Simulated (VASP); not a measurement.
# TaAs (I4_1md) in VASP: relaxation of cell and atoms with LDA

Aim: the relaxation of cell and atoms of TaAs with LDA.

Program: VASP 6.6.1. These are calculated values, not measurements. Logs are shortened: lines on timing, memory, paths and dates and some standing lists are left out, and cuts for length are marked.

**1. The crystal as given**

It takes space group I4_1md (No. 109, tetragonal). Conventional cell: a = 3.412 Å, b = 3.412 Å, c = 11.532 Å, α = 90.00°, β = 90.00°, γ = 90.00°. Ta (site symmetry 2mm) is surrounded by 6 As at 2.58 to 2.59 Å. As (site symmetry 2mm) is surrounded by 6 Ta at 2.58 to 2.59 Å.

The cell is a database's computed one.

**2. Relaxation of cell and atoms, LDA**

Input file INCAR:

```
PREC = Accurate
ENCUT = 600
EDIFF = 1E-7
ISMEAR = 1
SIGMA = 0.1
LREAL = False
LASPH = True
NELM = 80
ALGO = Normal
ISIF = 3
LWAVE = False
LCHARG = False
GGA = CA
IBRION = 2
NSW = 90
EDIFFG = -0.005
KPAR = 2
```

Input file KPOINTS:

```
Automatic mesh
0
Gamma
  16 16 16
```

Input file POSCAR:

```
TaAs                                    
1.0
   -1.7058239117      1.7058239117      5.7661382993
    1.7058239117     -1.7058239117      5.7661382993
    1.7058239117      1.7058239117     -5.7661382993
  Ta              As            
     2     2
Direct
     0.5003173321282464    0.0003173321282461    0.5000000000000000
     0.7503173321282464    0.7503173321282464    0.0000000000000000
     0.0822820878717548    0.5822820878717547    0.5000000000000000
     0.3322820878717548    0.3322820878717548    0.0000000000000000
```

Potentials or basis: VASP PAW LDA potentials, release 64 (Ta_pv, As).

Run with:

```
> cat potpaw_LDA.64/Ta_pv/POTCAR potpaw_LDA.64/As/POTCAR > POTCAR
> mpirun -np 2 vasp_std > vasp.out
```

OUTCAR:

```text
PREC = Accurate
   ENCUT = 600
   EDIFF = 1E-7
   ISMEAR = 1
   LREAL = False
   LASPH = True
   NELM = 80
   ISIF = 3
   GGA = CA
   IBRION = 2
   NSW = 90
   EDIFFG = -0.005

 ion  position               nearest neighbor table
   1  0.500  0.000  0.500-   4 2.58   4 2.58   3 2.59   3 2.59   3 2.59   3 2.59   2 3.35   2 3.35
                             2 3.35   2 3.35
   2  0.750  0.750  0.000-   3 2.58   3 2.58   4 2.59   4 2.59   4 2.59   4 2.59   1 3.35   1 3.35
                             1 3.35   1 3.35
   3  0.082  0.582  0.500-   2 2.58   2 2.58   1 2.59   1 2.59   1 2.59   1 2.59
   4  0.332  0.332  0.000-   1 2.58   1 2.58   2 2.59   2 2.59   2 2.59   2 2.59

  LATTYP: Found a body centered tetragonal cell.
 ALAT       =     3.4116478234
 C/A-ratio  =     3.3802658409

  Lattice vectors:

 A1 = (  -1.7058239117,   1.7058239117,   5.7661382993)
 A2 = (   1.7058239117,  -1.7058239117,   5.7661382993)
 A3 = (   1.7058239117,   1.7058239117,  -5.7661382993)

Analysis of symmetry for initial positions (statically):
=====================================================================
 Subroutine PRICEL returns:
 Original cell was already a primitive cell.

 Routine SETGRP: Setting up the symmetry group for a
 body centered tetragonal supercell.

 Subroutine GETGRP returns: Found  8 space group operations
 (whereof  4 operations were pure point group operations)
 out of a pool of 16 trial point group operations.

The static configuration has the point symmetry C_2v.
 The point group associated with its full space group is C_4v.

Analysis of symmetry for dynamics (positions and initial velocities):
=====================================================================
 Subroutine PRICEL returns:
 Original cell was already a primitive cell.

 Routine SETGRP: Setting up the symmetry group for a
 body centered tetragonal supercell.

 Subroutine GETGRP returns: Found  8 space group operations
 (whereof  4 operations were pure point group operations)
 out of a pool of 16 trial point group operations.

The dynamic configuration has the point symmetry C_2v.
 The point group associated with its full space group is C_4v.

 Subroutine INISYM returns: Found  8 space group operations
 (whereof  4 operations are pure point group operations),
 and found     1 'primitive' translations

----------------------------------------------------------------------------------------

                                     Primitive cell

  volume of cell :      67.1140

  direct lattice vectors                    reciprocal lattice vectors
    -1.705823912  1.705823912  5.766138299     0.000000000  0.293113490  0.086713147
     1.705823912 -1.705823912  5.766138299     0.293113490  0.000000000  0.086713147
     1.705823912  1.705823912 -5.766138299     0.293113490  0.293113490  0.000000000

  length of vectors
     6.250441690  6.250441690  6.250441690     0.305670882  0.305670882  0.414525073

  position of ions in fractional coordinates (direct lattice)
     0.500317332  0.000317332  0.500000000
     0.750317332  0.750317332  0.000000000
     0.082282088  0.582282088  0.500000000
     0.332282088  0.332282088  0.000000000

  ion indices of the primitive-cell ions
   primitive index   ion index
                 1           1
                 2           2
                 3           3
                 4           4

----------------------------------------------------------------------------------------

 KPOINTS: Automatic mesh

Automatic generation of k-mesh.
 Grid dimensions read from file:
 generate k-points for:   16   16   16

 Generating k-lattice:

  Cartesian coordinates                     Fractional coordinates (reciprocal lattice)
     0.000000000  0.018319593  0.005419572     0.062500000  0.000000000  0.000000000
     0.018319593  0.000000000  0.005419572     0.000000000  0.062500000  0.000000000
     0.018319593  0.018319593  0.000000000     0.000000000  0.000000000  0.062500000

  Length of vectors
     0.019104430  0.019104430  0.025907817

  Shift w.r.t. Gamma in fractional coordinates (k-lattice)
     0.000000000  0.000000000  0.000000000

 Subroutine IBZKPT returns following result:
 ===========================================

 Found    349 irreducible k-points:

 Following reciprocal coordinates:
            Coordinates               Weight
  0.000000  0.000000  0.000000      1.000000
  0.062500  0.000000  0.000000      8.000000
  0.125000  0.000000  0.000000      8.000000
  0.187500  0.000000  0.000000      8.000000
  0.250000  0.000000  0.000000      8.000000
  0.312500  0.000000  0.000000      8.000000
[... 16 lines left out ...]
 -0.125000  0.062500  0.000000     16.000000
 -0.062500  0.062500  0.000000      4.000000
 [... further k-points ...]
   k-points           NKPTS =    349   k-points in BZ     NKDIM =    349   number of bands    NBANDS=     20
   number of dos      NEDOS =    301   number of ions     NIONS =      4
   total plane-waves  NPLWV = 125000
   dimension x,y,z NGX =    50 NGY =   50 NGZ =   50
   dimension x,y,z NGXF=   100 NGYF=  100 NGZF=  100
   ions per type =               2   2
   NGX,Y,Z   is equivalent  to a cutoff of  13.30, 13.30, 13.30 a.u.
   NGXF,Y,Z  is equivalent  to a cutoff of  26.60, 26.60, 26.60 a.u.
 SYSTEM =  unknown system
   PREC   = accura    normal or accurate (medium, high low for compatibility)
   ISTART =      0    job   : 0-new  1-cont  2-samecut
   ICHARG =      2    charge: 1-file 2-atom 10-const
   ISPIN  =      1    spin polarized calculation?
   LNONCOLLINEAR =      F non collinear calculations
   LSORBIT =      F    spin-orbit coupling
   LASPH  =      T    aspherical Exc in radial PAW
   ENCUT  =  600.0 eV  44.10 Ry    6.64 a.u.  12.48 12.48 12.48*2*pi/ulx,y,z
   NELM   =     80;   NELMIN=  2; NELMDL= -5     # of ELM steps
   EDIFF  = 0.1E-06   stopping-criterion for ELM
   LREAL  =      F    real-space projection
   EDIFFG = -.5E-02   stopping-criterion for IOM
   NSW    =     90    number of steps for IOM
   IBRION =      2    ionic relax: 0-MD 1-quasi-New 2-CG
   NFREE  =      1    steps in history (QN), initial steepest desc. (CG)
   ISIF   =      3    stress and relaxation
   ISYM   =      2    0-nonsym 1-usesym 2-fastsym
   POTIM  = 0.5000    time-step for ionic-motion
   TEBEG  =    0.0;   TEEND  =   0.0 temperature during run
   PSTRESS=    0.0 pullay stress
   NELECT =      32.0000    total number of electrons
   NUPDOWN=      -1.0000    fix difference up-down
   EMIN   =  10.00;   EMAX   =-10.00  energy-range for DOS
   EFERMI =   0.00;   METHOD = LEGACY
   ISMEAR =     1;   SIGMA  =   0.10  broadening in eV -4-tet -1-fermi 0-gaus
   EFERMI_NEDOS =   21; number of points for ismear=-14 and -15
   IALGO  =     38    algorithm
   IMIX   =      4    mixing-type and parameters
     AMIX     =   0.40;   BMIX     =  1.00
     AMIX_MAG =   1.60;   BMIX_MAG =  1.00
  volume/ion in A,a.u.               =      16.78       113.23
  Fermi-wavevector in a.u.,A,eV,Ry     =   1.278950  2.416866 22.255239  1.635714
  Thomas-Fermi vector in A             =   2.411464
   LORBIT       =      0    0 simple, 1 ext, 2 COOP (PROOUT), +10 PAW based schemes
   GGA     = CA    functional components
   LHFCALC =     F    Hartree Fock is set to
   AEXX    =    0.0000 exact exchange contribution
   IVDW    =     0    specifies the selected vdW correction
   LEPSILON=     F    determine dielectric tensor
   LRPA    =     F    only Hartree local field effects (RPA)
 conjugate gradient relaxation of ions
 non-spin polarized calculation
 Methfessel and Paxton  Order N= 1 SIGMA  =   0.10
  energy-cutoff  :      600.00
  volume of cell :       67.11
 maximum number of plane-waves:      2268
 NGX is ok and might be reduce to    50
   NGX = 25   NGY = 25   NGZ = 25

 number of electron      32.0000001 magnetization

 Free energy of the ion-electron system (eV)
  ---------------------------------------------------
  ext. energy  EPLUGINS =         0.00000000
  ---------------------------------------------------
  free energy    TOTEN  =       -38.95576563 eV

  energy without entropy =      -38.95588046  energy(sigma->0) =      -38.95580390

 E-fermi :   7.2873     XC(G=0): -12.2322

 val. band max:        7.2817325882   @ k =  -0.1875   0.3125   0.1875
 cond. band min:       7.2898601273   @ k =  -0.1250  -0.4375   0.1250
 fundamental gap:      0.0081275391
 Fermi energy:         7.2873015195

 k-point     1 :       0.0000    0.0000    0.0000
  band No.  band energies     occupation
      1     -27.4293      2.00000
      2     -27.3673      2.00000
      3     -27.3673      2.00000
      4     -27.2019      2.00000
      5     -27.2019      2.00000
      6     -27.1416      2.00000
[... 12 lines left out ...]
     19       9.7625      0.00000
     20      10.5118      0.00000

 k-point     2 :       0.0625    0.0000    0.0000
  band No.  band energies     occupation
      1     -27.4272      2.00000
      2     -27.3740      2.00000
      3     -27.3667      2.00000
      4     -27.2089      2.00000
      5     -27.2011      2.00000
      6     -27.1422      2.00000
[... 12 lines left out ...]
     19       9.7944      0.00000
     20      10.2586      0.00000

 k-point     3 :       0.1250    0.0000    0.0000
  band No.  band energies     occupation
      1     -27.4242      2.00000
      2     -27.3899      2.00000
      3     -27.3648      2.00000
      4     -27.2283      2.00000
      5     -27.1987      2.00000
      6     -27.1447      2.00000
[... 12 lines left out ...]
     19       9.5311      0.00000
     20      10.0949      0.00000

 k-point     4 :       0.1875    0.0000    0.0000
  band No.  band energies     occupation
      1     -27.4389      2.00000
      2     -27.3942      2.00000
      3     -27.3619      2.00000
      4     -27.2561      2.00000
      5     -27.1952      2.00000
      6     -27.1497      2.00000
[... 12 lines left out ...]
     19       9.0892     -0.00000
     20       9.8611      0.00000

 k-point     5 :       0.2500    0.0000    0.0000
  band No.  band energies     occupation
      1     -27.4722      2.00000
      2     -27.3832      2.00000
      3     -27.3585      2.00000
      4     -27.2866      2.00000
      5     -27.1910      2.00000
      6     -27.1572      2.00000
[... 12 lines left out ...]
     19       8.8142     -0.00000
     20       9.5882      0.00000

 k-point     6 :       0.3125    0.0000    0.0000
  band No.  band energies     occupation
      1     -27.5079      2.00000
      2     -27.3729      2.00000
      3     -27.3552      2.00000
      4     -27.3116      2.00000
      5     -27.1869      2.00000
      6     -27.1668      2.00000
[... 12 lines left out ...]
     19       8.7983     -0.00000
     20       9.5550      0.00000

 k-point     7 :       0.3750    0.0000    0.0000
  band No.  band energies     occupation
      1     -27.5384      2.00000
      2     -27.3752      2.00000
      3     -27.3522      2.00000
      4     -27.3190      2.00000
      5     -27.1834      2.00000
      6     -27.1769      2.00000
[... 12 lines left out ...]
     19       9.0695     -0.00000
     20       9.7587      0.00000
[... 277 lines left out ...]
 k-point    20 :      -0.3125    0.0625    0.0000
  band No.  band energies     occupation
      1     -27.5067      2.00000
      2     -27.3764      2.00000
      3     -27.3593      2.00000
      4     -27.3124      2.00000
      5     -27.1943      2.00000
      6     -27.1617      2.00000
[... 12 lines left out ...]
     19       9.0150     -0.00000
     20       9.7645      0.00000

 k-point    21 :      -0.2500    0.0625    0.0000
  band No.  band energies     occupation
      1     -27.4712      2.00000
      2     -27.3863      2.00000
      3     -27.3635      2.00000
      4     -27.2865      2.00000
      5     -27.1982      2.00000
      6     -27.1529      2.00000
[... 12 lines left out ...]
     19       9.0207     -0.00000
     20       9.8390      0.00000

 k-point    22 :      -0.1875    0.0625   -0.0000
  band No.  band energies     occupation
      1     -27.4383      2.00000
      2     -27.3959      2.00000
      3     -27.3675      2.00000
      4     -27.2556      2.00000
      5     -27.2023      2.00000
      6     -27.1464      2.00000
[... 12 lines left out ...]
     19       9.2807     -0.00000
     20      10.0608      0.00000

 k-point    23 :      -0.1250    0.0625    0.0000
  band No.  band energies     occupation
      1     -27.4244      2.00000
      2     -27.3898      2.00000
      3     -27.3707      2.00000
      4     -27.2278      2.00000
      5     -27.2057      2.00000
      6     -27.1426      2.00000
[... 12 lines left out ...]
     19       9.7122      0.00000
     20      10.1371      0.00000

 k-point    24 :      -0.0625    0.0625    0.0000
  band No.  band energies     occupation
      1     -27.4265      2.00000
      2     -27.3745      2.00000
      3     -27.3719      2.00000
      4     -27.2091      2.00000
      5     -27.2072      2.00000
      6     -27.1415      2.00000
[... 12 lines left out ...]
     19       9.8638      0.00000
     20      10.2684      0.00000

 [... further k-points ...]

------------------------ aborting loop because EDIFF is reached ----------------------------------------

  FORCE on cell =-STRESS in cart. coord.  units (eV):
  Direction    XX          YY          ZZ          XY          YZ          ZX
  --------------------------------------------------------------------------------------
  -------------------------------------------------------------------------------------
  Total       -0.0006170     -0.0006170     -0.0156306      0.0000000      0.0000000      0.0000000
  in kB       -0.0147291     -0.0147291     -0.3731406      0.0000000      0.0000000      0.0000000
  external PRESSURE =      -0.1341996 kB  Pullay stress =       0.0000000 kB

 VOLUME and BASIS-vectors are now :
 -----------------------------------------------------------------------------
  energy-cutoff  :      600.00
  volume of cell :       67.11
      direct lattice vectors                 reciprocal lattice vectors
    -1.705823912  1.705823912  5.766138299     0.000000000  0.293113490  0.086713147
     1.705823912 -1.705823912  5.766138299     0.293113490  0.000000000  0.086713147
     1.705823912  1.705823912 -5.766138299     0.293113490  0.293113490  0.000000000

 POSITION                                       TOTAL-FORCE (eV/Angst)
 -----------------------------------------------------------------------------------
      0.00000      1.70582      0.00366        -0.000000     -0.000000     -0.000202
      0.00000      0.00000      8.65287         0.000000      0.000000     -0.000202
      1.70582      0.00000      0.94890        -0.000000      0.000000      0.000202
      0.00000      0.00000      3.83197         0.000000     -0.000000      0.000202
 -----------------------------------------------------------------------------------
    total drift:                               -0.000000     -0.000000      0.000198

  FREE ENERGIE OF THE ION-ELECTRON SYSTEM (eV)
  ---------------------------------------------------
  free  energy   TOTEN  =       -38.9557656287 eV

  energy  without entropy=      -38.9558804567  energy(sigma->0) =      -38.95580390

 reached required accuracy - stopping structural energy minimisation
```

It took 8.9 min on 2 MPI ranks of Intel Xeon Platinum 8488C (Sapphire Rapids), shared host; peak memory 0.7 GiB.

Results:

```yaml
Free_energy: -38.9558 eV
Pressure_after_relaxing: 0.0 GPa
Band_gap_on_the_k_mesh: none (metal or under the smearing width)
```

Final structure:
```
Ta As
1.0
    -1.70582    1.70582    5.76614
     1.70582   -1.70582    5.76614
     1.70582    1.70582   -5.76614
Ta As
2 2
Direct
  0.50032 0.00032 0.50000
  0.75032 0.75032 0.00000
  0.08228 0.58228 0.50000
  0.33228 0.33228 0.00000
```

Caveat: the relaxation stopped at its first step, so nothing moved. Spin-orbit coupling is left out, which matters for the levels of Ta.
